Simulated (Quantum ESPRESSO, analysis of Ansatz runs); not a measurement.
# HfO2 (P2_1/c), nudged elastic band: V_O hop (2.5 Å) (q = +2) (Quantum ESPRESSO), part 3 of 3

Aim: the barrier of one jump in HfO2 (P2_1/c) at charge +2: V_O hop (2.5 Å). The model is a cell of 48 host atoms with 1 O taken out; O is the atom that moves.

Quantum ESPRESSO 7.5; Quantum ESPRESSO plane-wave DFT, PBEsol, GBRV 1.5 PBEsol potentials; nudged elastic band between two relaxed defect structures at fixed charge in a uniform background.

So far: The structure; Relaxation of the start point, charge +2; Relaxation of the end point, charge +2.

## 4. Nudged elastic band, charge +2

3 movable images are laid between the ends by interpolation. Each image feels the true force across the path and a spring force along it. The highest image is set to climb to the top of the path.

This step: Quantum ESPRESSO plane-wave DFT, PBEsol, GBRV 1.5 PBEsol potentials; nudged elastic band between two relaxed defect structures at fixed charge in a uniform background.

The input, neb.in:

```
BEGIN
BEGIN_PATH_INPUT
&PATH
  restart_mode = 'from_scratch'
  string_method = 'neb'
  nstep_path = 45
  ds = 1.5
  opt_scheme = 'broyden'
  num_of_images = 5
  k_max = 0.3
  k_min = 0.2
  CI_scheme = 'auto'
  path_thr = 0.06
/
END_PATH_INPUT
BEGIN_ENGINE_INPUT
&CONTROL
  prefix = 'pwscf'
  outdir = './tmp'
  pseudo_dir = './pseudo'
  disk_io = 'low'
/
&SYSTEM
  ibrav = 0
  nat = 47
  ntyp = 2
  ecutwfc = 36
  ecutrho = 288
  nbnd = 192
  occupations = 'fixed'
  tot_charge = 2
  nosym = .true.
/
&ELECTRONS
  conv_thr = 5d-08
  electron_maxstep = 100
  mixing_beta = 0.5
/
ATOMIC_SPECIES
Hf   178.4900 hf_pbesol_v1.uspp.F.UPF
O     15.9990 o_pbesol_v1.2.uspp.F.UPF
CELL_PARAMETERS angstrom
  -5.9416700219    5.1632183080    5.1583953540
   4.2040263251   -5.1632183080    5.1655566081
   5.9416700219    5.1632183080   -5.1583953540
BEGIN_POSITIONS
FIRST_IMAGE
ATOMIC_POSITIONS crystal
Hf     0.0871611696    0.4858235042    0.8674362445
Hf     0.0777569251    0.9841038714    0.3621647668
Hf     0.5800544184    0.4929132561    0.3655590514
Hf     0.5817520222    1.0172179961    0.8790392052
Hf     0.3740954357    0.2616903560    0.8389926170
Hf     0.3762105464    0.7571738584    0.3431280118
Hf     0.8746998154    0.2570600560    0.3438938968
Hf     0.8988072005    0.7525505784    0.8423779656
Hf     0.4214626219    0.0100345800    0.1399716305
Hf     0.3915612086    0.4846929873    0.6135960724
Hf     0.9139067849    0.0007207875    0.6282407816
Hf     0.9203900217    0.5088003521    0.1344386783
Hf     0.1145020717    0.2328524927    0.1474472399
Hf     0.1325608355    0.7411878229    0.6553103933
Hf     0.6288227131    0.2427846788    0.6612124186
Hf     0.6244623094    0.7407732368    0.1583631980
O      0.3585792350    0.2113843669    0.5905661613
O      0.3648356943    0.7178746461    0.1004698533
O      0.8574223694    0.2148409693    0.0951559761
O      0.8694645065    0.7083120531    0.5920870615
O      0.3826631312    0.0411162765    0.8995723694
O      0.3769344813    0.5319776671    0.3971586877
O      0.8789784888    0.0317974772    0.3962652577
O      0.8860151390    0.5291672152    0.8948550450
O      0.1284754235    0.2714453434    0.3900792534
O      0.1425258265    0.7843550329    0.9019652423
O      0.6374055858    0.2921688538    0.9048980505
O      0.6370159173    0.7813876946    0.4051689655
O      0.1191467811    0.4612269748    0.1019273617
O      0.1207484845    0.9647047518    0.6019985795
O      0.6250269737    0.5085444217    0.6325243370
O      0.6195751108    0.9660696176    0.1004088212
O      0.3310025866    0.2039259996    0.1869691000
O      0.3648629484    0.7226074460    0.7026698019
O      0.8372821604    0.2075699044    0.6815507285
O      0.8362047804    0.7036436203    0.1922434321
O      0.4808366254    0.0440175719    0.3825346314
O      0.4836333581    0.5459725822    0.8747572160
O      0.9359939926    0.0174845687    0.8608578297
O      0.9920337386    0.5393432001    0.3809739484
O      0.1616900571    0.2822488231    0.8205035010
O      0.1633650417    0.7904702211    0.3073826576
O      0.6649166457    0.2940722451    0.3200791773
O      0.0408784262    0.4618912567    0.6272784534
O     -0.0041417813    0.9445725234    0.1067781727
O      0.5168995405    0.4581302208    0.1207631153
O      0.5286508038    0.9643167167    0.6299893204
INTERMEDIATE_IMAGE
ATOMIC_POSITIONS crystal
Hf     0.0858782999    0.4862030686    0.8663610877
Hf     0.0799257921    0.9864608134    0.3643763034
[... 45 atom lines left out ...]
INTERMEDIATE_IMAGE
ATOMIC_POSITIONS crystal
Hf     0.0845954303    0.4865826330    0.8652859309
Hf     0.0820946592    0.9888177554    0.3665878400
[... 45 atom lines left out ...]
INTERMEDIATE_IMAGE
ATOMIC_POSITIONS crystal
Hf     0.0833125607    0.4869621974    0.8642107742
Hf     0.0842635262    0.9911746974    0.3687993766
[... 45 atom lines left out ...]
LAST_IMAGE
ATOMIC_POSITIONS crystal
Hf     0.0820296911    0.4873417617    0.8631356174
Hf     0.0864323932    0.9935316395    0.3710109132
Hf     0.5815136143    0.4897280677    0.3501603082
[... 4 atom lines left out ...]
Hf     0.8963761678    0.7785747816    0.8612811886
[... 1 atom line left out ...]
Hf     0.3999928090    0.5116986434    0.6361257323
[... 4 atom lines left out ...]
Hf     0.6235537260    0.2153249266    0.6589705390
[... 1 atom line left out ...]
O      0.3778306467    0.2265123036    0.5952351964
[... 2 atom lines left out ...]
O      0.8529893434    0.7035762858    0.5990021995
[... 1 atom line left out ...]
O      0.3894858248    0.5302716759    0.4027096258
[... 1 atom line left out ...]
O      0.8523876181    0.5187588050    0.8595128568
[... 6 atom lines left out ...]
O      0.6568364049    0.7597410209    0.7875107564
[... 2 atom lines left out ...]
O      0.3357319401    0.7123990285    0.6958743858
[... 3 atom lines left out ...]
O      0.4788872537    0.5403613572    0.8791175684
O      0.9936428058    0.0497068103    0.8850935288
[... 7 atom lines left out ...]
O      0.5220850846    0.9455753973    0.6225757814
END_POSITIONS
K_POINTS gamma
END_ENGINE_INPUT
END
```

On the command line:

```bash
> OMP_NUM_THREADS=1 mpirun -n 4 neb.x -ni 2 -inp neb.in > neb.out
```

Output:

```text
[shortened: banners, details of potentials and solvers, and blank lines are left out]
[banner, memory and clock lines left out]
     path-images division:  nimage    =       2
     initial path length           =  4.1006 bohr
     initial inter-image distance  =  1.0252 bohr
     string_method                 =    neb
     restart_mode                  =    from_scratch
     opt_scheme                    =    broyden
     num_of_images                 =    5
     nstep_path                    =    45
     CI_scheme                     =    auto
     first_last_opt                =    F
     use_freezing                  =    F
     ds                            =    1.5000 a.u.
     k_max                         =    0.3000 a.u.
     k_min                         =    0.2000 a.u.
     path_thr                      =    0.0600 eV / A
     ------------------------------ iteration   1 ------------------------------
     activation energy (->) =   1.289851 eV
     activation energy (<-) =   0.349092 eV
     image        energy (eV)        error (eV/A)        frozen
         1     -48237.1992701            0.015033            T
         2     -48236.6626883            1.110375            F
         3     -48235.9146030            2.307802            F
         4     -48235.9094192            1.596076            F
         5     -48236.2585116            0.013764            T
     climbing image =  4
     path length          =  4.101 bohr
     inter-image distance =  1.025 bohr
     ------------------------------ iteration   2 ------------------------------
     activation energy (->) =   1.159583 eV
     activation energy (<-) =   0.218824 eV
     image        energy (eV)        error (eV/A)        frozen
         1     -48237.1992701            0.015033            T
         2     -48236.7419166            0.526053            F
         3     -48236.1700813            0.588335            F
         4     -48236.0396874            0.411290            F
         5     -48236.2585116            0.013764            T
     climbing image =  4
     path length          =  4.125 bohr
[...]
------------------------------ iteration   3 ------------------------------
     activation energy (->) =   1.121282 eV
     activation energy (<-) =   0.180524 eV
     image        energy (eV)        error (eV/A)        frozen
         1     -48237.1992701            0.015033            T
         2     -48236.7625503            0.366703            F
         3     -48236.2300884            0.529727            F
         4     -48236.0779876            0.277208            F
         5     -48236.2585116            0.013764            T
     climbing image =  4
     path length          =  4.139 bohr
[...]
------------------------------ iteration   4 ------------------------------
     activation energy (->) =   1.092934 eV
     activation energy (<-) =   0.152175 eV
     image        energy (eV)        error (eV/A)        frozen
         1     -48237.1992701            0.015033            T
         2     -48236.7744585            0.240466            F
         3     -48236.2699326            0.372917            F
         4     -48236.1063361            0.130796            F
         5     -48236.2585116            0.013764            T
     climbing image =  4
     path length          =  4.190 bohr
[...]
------------------------------ iteration   5 ------------------------------
     activation energy (->) =   1.085763 eV
     activation energy (<-) =   0.145004 eV
     image        energy (eV)        error (eV/A)        frozen
         1     -48237.1992701            0.015033            T
         2     -48236.7872004            0.204274            F
         3     -48236.2879035            0.252977            F
         4     -48236.1135075            0.088133            F
         5     -48236.2585116            0.013764            T
     climbing image =  4
     path length          =  4.203 bohr
[...]
------------------------------ iteration   6 ------------------------------
     activation energy (->) =   1.077282 eV
     activation energy (<-) =   0.136523 eV
     image        energy (eV)        error (eV/A)        frozen
         1     -48237.1992701            0.015033            T
         2     -48236.8111492            0.226913            F
         3     -48236.3059414            0.321697            F
         4     -48236.1219882            0.084062            F
         5     -48236.2585116            0.013764            T
     climbing image =  4
     path length          =  4.236 bohr
[...]
------------------------------ iteration   7 ------------------------------
     activation energy (->) =   1.078807 eV
     activation energy (<-) =   0.138048 eV
     image        energy (eV)        error (eV/A)        frozen
         1     -48237.1992701            0.015033            T
         2     -48236.8396108            0.297388            F
         3     -48236.3220903            0.409295            F
         4     -48236.1204632            0.118491            F
         5     -48236.2585116            0.013764            T
     climbing image =  4
     path length          =  4.431 bohr
[...]
------------------------------ iteration   8 ------------------------------
     activation energy (->) =   1.070891 eV
     activation energy (<-) =   0.130133 eV
     image        energy (eV)        error (eV/A)        frozen
         1     -48237.1992701            0.015033            T
         2     -48236.8468375            0.167130            F
         3     -48236.3343471            0.111288            F
         4     -48236.1283790            0.068022            F
         5     -48236.2585116            0.013764            T
     climbing image =  4
     path length          =  4.324 bohr
[...]
------------------------------ iteration   9 ------------------------------
     activation energy (->) =   1.070055 eV
     activation energy (<-) =   0.129297 eV
     image        energy (eV)        error (eV/A)        frozen
         1     -48237.1992701            0.015033            T
         2     -48236.8527546            0.125506            F
         3     -48236.3382321            0.091223            F
         4     -48236.1292149            0.059236            F
         5     -48236.2585116            0.013764            T
     climbing image =  4
     path length          =  4.328 bohr
[...]
------------------------------ iteration  10 ------------------------------
     activation energy (->) =   1.068404 eV
     activation energy (<-) =   0.127645 eV
     image        energy (eV)        error (eV/A)        frozen
         1     -48237.1992701            0.015033            T
         2     -48236.8684487            0.044670            F
         3     -48236.3475355            0.067651            F
         4     -48236.1308664            0.023377            F
         5     -48236.2585116            0.013764            T
     climbing image =  4
     path length          =  4.339 bohr
[...]
------------------------------ iteration  11 ------------------------------
     activation energy (->) =   1.068059 eV
     activation energy (<-) =   0.127301 eV
     image        energy (eV)        error (eV/A)        frozen
         1     -48237.1992701            0.015033            T
         2     -48236.8748469            0.033502            F
         3     -48236.3507083            0.058694            F
         4     -48236.1312110            0.033105            F
         5     -48236.2585116            0.013764            T
     climbing image =  4
     path length          =  4.346 bohr
     inter-image distance =  1.087 bohr
     neb: convergence achieved in  11 iterations
```

Wall time 20 min (4 MPI ranks of Arm Neoverse V1, shared host); peak memory 2.4 GiB; 78 min of CPU time.

The path, image by image:

```tsv
image	path (Å)	energy (eV)	O31: x, y, z (Å)
0	0.000	0.0000	2.182, 3.867, 2.588
1	0.663	0.3244	2.607, 3.676, 2.846
2	1.214	0.8486	3.069, 3.593, 3.013
3	1.693	1.0681	3.486, 3.559, 3.127
4	2.300	0.9408	3.970, 3.535, 3.250
```

Numbers from this step:

```
barrier forward  : 1.068 eV
barrier backward : 0.1273 eV
end less start   : 0.9408 eV
hop length       : 1.935 Å
```

The band met its tolerance of 0.06 eV/Å after 11 iterations, with image 3 on top (the start counts as 0). O31, which moves farthest between the ends, has 4 Hf at 2.07 to 2.36 Å nearest at the start and 2 Hf at 1.96 Å at the top.

## 5. Summary of results

- barrier forward: 1.07 eV
- barrier backward: 0.13 eV
- end less start: 0.94 eV
- hop length: 1.94 Å
- band iterations, as the log counts them: 11

The top of the band lies 1.07 eV above the start and 0.13 eV above the end. In the end relaxations the farther half of the atoms moved by 0.10 Å r.m.s. or more, so the host itself may distort at this sampling, and part of the barrier may belong to that. The ends differ by 0.94 eV, so they aren't like places or like states; the smaller barrier is only the way out of the higher one. At the top O31 stands 1.96 Å from its nearest Hf, 0.11 Å closer than at the start. The order of the top as a saddle was not checked for all atoms, so a bent path could be lower. No image-charge correction is applied; it largely cancels along a path if the charge stays localised alike. Keep in mind: sampling at the zone centre alone can move energies of charged and open-shell states by tenths of an eV or more in cells of this size; periodic copies of the defect are only 8.4 Å apart; spin–orbit coupling, which can matter with heavy atoms, is left out. The cutoff of 36 Ry is under the 40 Ry advised for these potentials.

[Logs are printed without paths, hosts, clocks, repeated set-up lines and the standing remarks that a program may print on its own settings, such as how far it seeks lower states.]

[Hosts, paths, dates, database ids (printed as entryN), source tags and the programs' standing remarks are cut or masked in the printed files.]
